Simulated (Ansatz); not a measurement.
## Pm (fcc)

Computed with Ansatz (plane waves, PAW, 600 eV cutoff): PBE, scalar-relativistic, collinear spin, Γ-centred 14×14×14 mesh, 0.05 eV Gaussian smearing. The datasets are Ansatz's generated set soft_2.

```xyz
1
Lattice="0.0000 2.6492 2.6492 2.6492 0.0000 2.6492 2.6492 2.6492 0.0000" Properties=species:S:1:pos:R:3 pbc="T T T"
Pm    0.0000    0.0000    0.0000
```

At room temperature and ambient pressure Pm is dhcp.

Magnetic state: ferromagnetic, site spin moments Pm 4.96 μB.

Question: Which orbitals carry the states at the Fermi level, and how many states are there?

Answer: Within 0.1 eV of it: Pm 4f 77 %, Pm 5d 20 % (shares among the projected shells). The Fermi level sits on a steep edge: the density of states is 3.0, 4.9 and 7.2 states/eV per cell at −0.1, 0 and +0.1 eV.

Density of states (tetrahedra, averaged over 0.4 eV; states/eV per cell of 1 atom; energy in eV from the Fermi level; projections on Löwdin-orthogonalised atomic orbitals, summed over sites):

```tsv
E	total	Pm 4f up	Pm 4f down	Pm 5d up	Pm 5d down	Pm 6s
-4.05	0.0	0.0	0.0	0.0	0.0	0.0
-3.65	0.1	0.0	0.0	0.0	0.0	0.0
-3.25	0.1	0.0	0.0	0.0	0.0	0.1
-2.85	0.1	0.0	0.0	0.0	0.0	0.1
-2.45	0.2	0.0	0.0	0.0	0.0	0.2
-2.05	0.4	0.0	0.0	0.1	0.0	0.2
-1.65	0.7	0.0	0.0	0.4	0.0	0.2
-1.25	1.0	0.1	0.0	0.5	0.1	0.2
-0.85	6.7	5.4	0.0	0.6	0.4	0.2
-0.45	5.9	4.5	0.0	0.7	0.5	0.1
-0.05	4.7	3.3	0.0	0.6	0.5	0.1
0.35	4.3	3.4	0.0	0.4	0.4	0.0
0.75	2.3	0.4	0.1	0.8	0.9	0.1
1.15	1.9	0.1	0.1	0.9	0.6	0.1
1.55	2.1	0.0	0.4	0.6	0.8	0.1
1.95	2.2	0.0	0.7	0.7	0.5	0.1
2.35	5.0	0.0	4.0	0.5	0.5	0.0
2.75	8.2	0.0	6.3	0.5	1.2	0.1
3.15	6.0	0.0	4.7	0.7	0.4	0.1
3.55	1.6	0.0	0.6	0.5	0.4	0.1
3.95	1.2	0.0	0.2	0.4	0.5	0.0
4.35	1.3	0.0	0.1	0.5	0.6	0.0
4.75	1.1	0.0	0.1	0.5	0.4	0.0
5.15	1.3	0.0	0.0	0.7	0.4	0.1
5.55	1.2	0.0	0.0	0.6	0.4	0.1
5.95	1.1	0.0	0.0	0.3	0.5	0.1
```

Without a U the open 4f shell is pinned at the Fermi level, an artefact: in the real crystal it splits into occupied and empty levels away from it, and its large orbital moment is missing here. These numbers lack spin–orbit coupling. The run wasn't fully tested for a lower electronic state. The order of the orbitals lowers the symmetry, along an axis that is one of several equivalent ones. Site moments are of spin, integrated over atomic spheres. No antiparallel order was tried.

A lower state of the open shells can't be excluded, and forces and pressures are less sure for it.
